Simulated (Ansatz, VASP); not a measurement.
MgO: VASP beside Ansatz

INCAR

```
PREC = Accurate ; ENCUT = 520
EDIFF = 1E-7 ; ISMEAR = -1
SIGMA = 0.05 ; LREAL = F
LASPH = T ; NELM = 100
ALGO = Normal ; ISIF = 2
LWAVE = F ; LCHARG = F
GGA = PE ; NBANDS = 11
```

Contents of KPOINTS:

```
regular mesh
0
Gamma
  11 11 11
```

Contents of POSCAR:

```
MgO
1.0
    0.0000000000      2.1245966808      2.1245966808
    2.1245966808      0.0000000000      2.1245966808
    2.1245966808      2.1245966808      0.0000000000
Mg O
1 1
Direct
    0.0000000000      0.0000000000      0.0000000000
    0.5000000000      0.5000000000      0.5000000000
```

input.yaml

```yaml
crystal:
  lattice:
    - [0.0, 2.1245966808, 2.1245966808]
    - [2.1245966808, 0.0, 2.1245966808]
    - [2.1245966808, 2.1245966808, 0.0]
  atoms:
    - { symbol: Mg, position: [0.0, 0.0, 0.0] }
    - { symbol: O, position: [0.5, 0.5, 0.5] }
hamiltonian:
  xc: pbe
  pseudopotentials: { kind: paw }
kpoints:
  mp_grid: { grid: [11, 11, 11] }
scf:
  occupations: { method: fermi_dirac, width: 0.05 }
output:
  forces: true
  stress: true
  eigenvalues: true
  write_density: true
  write_potential: true
  elf: true
  volumetric_format: npy
```

Change from the starting cell: volume scaled by 1.04.

Alike in both runs: task single point; functional PBE; k mesh 11 × 11 × 11; occupations fermi-dirac, width 0.05 eV; no spin polarisation.

|  | VASP | Ansatz |
| --- | --- | --- |
| version | VASP 6.6.1 | Ansatz 0.2.0 |
| potentials or method | VASP PAW PBE potentials, release 64 (Mg, O) | Ansatz PAW |
| plane-wave cutoff (eV) | 520 | 420 |
| valence electrons in the cell | 8 | 16 |

```csv
,VASP,Ansatz,Ansatz less VASP
gap on the k mesh at the Fermi level (eV),4.47,4.49,+0.017
least direct gap on the mesh (eV),4.47,4.49,+0.017
pressure (GPa),-0.2,0.5,+0.73
```

The two sets of potentials don't hold the same shells in valence.

Caveats: odd divisions of the mesh miss points on the zone boundary, where band edges often lie, so the gap on the mesh can be too wide (Ansatz); the pressure holds a Pulay correction of +0.6 GPa for the finite cutoff (Ansatz).
